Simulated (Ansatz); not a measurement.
Response of Be to small distortions

```
Be
1.0
     3.74681    0.00000    0.00000
     0.00000    3.74681    0.00000
     0.00000    0.00000    2.28128
Be
4
Direct
  0.29741 0.29741 0.00000
  0.70259 0.70259 0.00000
  0.20259 0.79741 0.50000
  0.79741 0.20259 0.50000
```

Atom numbers follow the list: Be1, Be2, Be3, Be4.

The conventional cell has a = 3.747 Å, b = 3.747 Å, c = 2.281 Å, α = 90.00°, β = 90.00°, γ = 90.00°. Be (atom 1) has 11 Be at 2.15 to 2.28 Å as nearest neighbours.

The cell is the one relaxed in the Materials Project (mp-1008501), not relaxed further here; entries there can be hypothetical.

Method: Ansatz 0.2.0, DFT, PBE, PAW with Ansatz's default frozen-core files, scalar-relativistic.

Numerical set-up: a Γ-centred 9×9×14 k mesh, Fermi–Dirac smearing of 0.05 eV, cutoff 420 eV, no spin polarisation.

The unchanged cell is at -0.02 GPa.

In a metal, stresses and small energies carry noise from the k mesh.

x, y and z are the Cartesian axes of the cell as listed; fractional coordinates follow a strain, and an engineering shear is twice the off-diagonal strain component.

Q: One change gave: energy change +10.6 meV/atom; stress change (xx, yy, zz, yz, xz, xy) 0.31, 0.31, 0.14, -5.18, -5.18, -4.03 GPa, compression positive; change of the force on Be2 (0.018, 0.018, 0.072) eV/Å. Which change was it?
A. equal xy, yz and zx engineering shear strains of -1 %
B. equal xy, yz and zx engineering shear strains of +1 %
C. equal xy, yz and zx engineering shear strains of -3 %
D. equal xy, yz and zx engineering shear strains of +3 %
E. equal xy, yz and zx engineering shear strains of -2 %
F. equal xy, yz and zx engineering shear strains of +2 %

A: D. For equal xy, yz and zx engineering shear strains of -3 %: energy change +10.4 meV/atom; stress change (xx, yy, zz, yz, xz, xy) 0.37, 0.37, 0.05, 4.91, 4.91, 3.75 GPa, compression positive; change of the force on Be1 (0.028, 0.028, 0.123) eV/Å. For equal xy, yz and zx engineering shear strains of -1 %: energy change +1.2 meV/atom; stress change (xx, yy, zz, yz, xz, xy) 0.04, 0.04, 0.01, 1.65, 1.65, 1.33 GPa, compression positive; change of the force on Be1 (0.007, 0.007, 0.036) eV/Å. For equal xy, yz and zx engineering shear strains of +2 %: energy change +4.7 meV/atom; stress change (xx, yy, zz, yz, xz, xy) 0.14, 0.14, 0.05, -3.42, -3.42, -2.71 GPa, compression positive; change of the force on Be1 (-0.012, -0.012, -0.054) eV/Å. For equal xy, yz and zx engineering shear strains of -2 %: energy change +4.6 meV/atom; stress change (xx, yy, zz, yz, xz, xy) 0.16, 0.16, 0.03, 3.29, 3.29, 2.58 GPa, compression positive; change of the force on Be1 (0.017, 0.017, 0.077) eV/Å. For equal xy, yz and zx engineering shear strains of +1 %: energy change +1.2 meV/atom; stress change (xx, yy, zz, yz, xz, xy) 0.04, 0.04, 0.01, -1.68, -1.68, -1.36 GPa, compression positive; change of the force on Be2 (0.006, 0.006, 0.030) eV/Å.
